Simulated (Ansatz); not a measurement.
# MoS2, space group R-3m: Fermi-surface readings

Program: Ansatz 0.2.0, Python API.

Input file `mos2.cif`:
```cif
data_MoS2
_cell_length_a 6.383176
_cell_length_b 6.383176
_cell_length_c 6.383176
_cell_angle_alpha 28.76421
_cell_angle_beta 28.76421
_cell_angle_gamma 28.76421
_symmetry_space_group_name_H-M 'P 1'
_symmetry_Int_Tables_number 1
loop_
_symmetry_equiv_pos_as_xyz
'x, y, z'
loop_
_atom_site_label
_atom_site_type_symbol
_atom_site_fract_x
_atom_site_fract_y
_atom_site_fract_z
Mo1 Mo    0.000000    0.000000    0.000000
S2 S    0.750000    0.750000    0.750000
S3 S    0.250000    0.250000    0.250000
```

At the Python prompt:
```pycon
>>> import ansatz as az
>>> from ase.io import read
>>> XC = "pbe"
>>> OCCUPATIONS = "fermi_dirac"
>>> atoms = read("mos2.cif")
>>> cell = az.Crystal.from_ase(atoms)
>>> len(cell.resolved().sites)
3
>>> model = (
...     cell.calculation()
...     .functional(XC)
...     .pseudopotentials("paw")
...     .kpoints(8)
...     .occupations(OCCUPATIONS)
...     .eigenstates(nscf_kmesh=(12, 12, 12), level_slopes=True)
... )
>>> surface = model.run().fermi_surface().to_plain()
DeckWarning: basis.ecutwfc = 420 eV, auto-derived from the records' recommended cutoffs: set by Mo (normal level)
>>> for way, reading in surface.items():
...     if reading:
...         rho_lambda = [f"{v:.3e}" for v in reading["resistivity_times_mean_free_path_ohm_m2"]]
...         print(f"{way:24s} area {reading['spin_summed_area_per_ang2']:8.3f} 1/A^2  rho*lambda (ohm m^2) {rho_lambda}")
...
by_tetrahedra            area   10.581 1/A^2  rho*lambda (ohm m^2) ['1.179e-14', '2.723e-15', '2.317e-15']
by_slopes                area   15.091 1/A^2  rho*lambda (ohm m^2) ['8.986e-15', '1.947e-15', '1.632e-15']
on_every_second_point    area    3.218 1/A^2  rho*lambda (ohm m^2) ['3.057e-14', '8.562e-15', '7.576e-15']
```

Caveats:
- The run is spin-unpolarised.
- For a metal this k-point mesh is coarse: on a finer one energies can move by several to tens of meV an atom and pressures by half a GPa or more, differences at one mesh by less.
- Of the deposited cell: the entry's cell lengths or inner coordinates differ somewhat from later room-temperature determinations.
- The structure is a deposited one; some such entries were measured under pressure or heat, so a shift against it needn't be the functional's error alone.
- Warnings are shown shortened and without file and line.
- The three readings differ by the mesh error.
- The whole script took 11 s on 1 thread of Arm Neoverse V1, with other jobs on the host, peak memory 0.45 GiB.
